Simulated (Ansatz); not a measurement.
Crystal: SnO₂, fluorite type, 3 atoms in the cell.

Computed with PBE, plane waves, PAW datasets (generated soft set 1) (Ansatz).

Cutoff 420 eV; k-mesh 13×13×13 Γ-centred; Fermi–Dirac smearing of 0.0612 eV; no spin polarisation; no spin–orbit coupling.

```
V (Å³/atom)   a (Å)  E − E(min) (meV/atom)  P (GPa)
     10.655  5.0379                  26.36    13.31
     10.882  5.0734                  11.15     8.31
     11.109  5.1084                   2.57     3.86
     11.335  5.1429                   0.00    -0.11
     11.562  5.1769                   2.66    -3.63
     11.789  5.2106                  10.06    -6.74
     12.016  5.2438                  21.55    -9.46
```

Problem. Fit a third-order Birch–Murnaghan equation of state to the energies.

Solution. V₀ = 11.329 Å³/atom (a₀ = 5.142 Å), B₀ = 187 GPa, B₀′ = 4.96.

The published all-electron PBE values for this crystal (mean of FLEUR and WIEN2k, k-spacing 0.06 Å⁻¹; Bosoni et al., Nat. Rev. Phys. 6, 45 (2024)) are V₀ = 11.335 Å³/atom, B₀ = 186.0 GPa, B₀′ = 4.98. This run's mesh is coarser (spacing 0.16 Å⁻¹), so part of any difference comes from k-sampling.

The stress includes the program's correction for the finite plane-wave basis.

This cubic structure is a model: it isn't the usual form of the substance at ambient conditions, and such phases are metastable or hypothetical. The k-mesh is modest, so these values aren't fully converged in k.
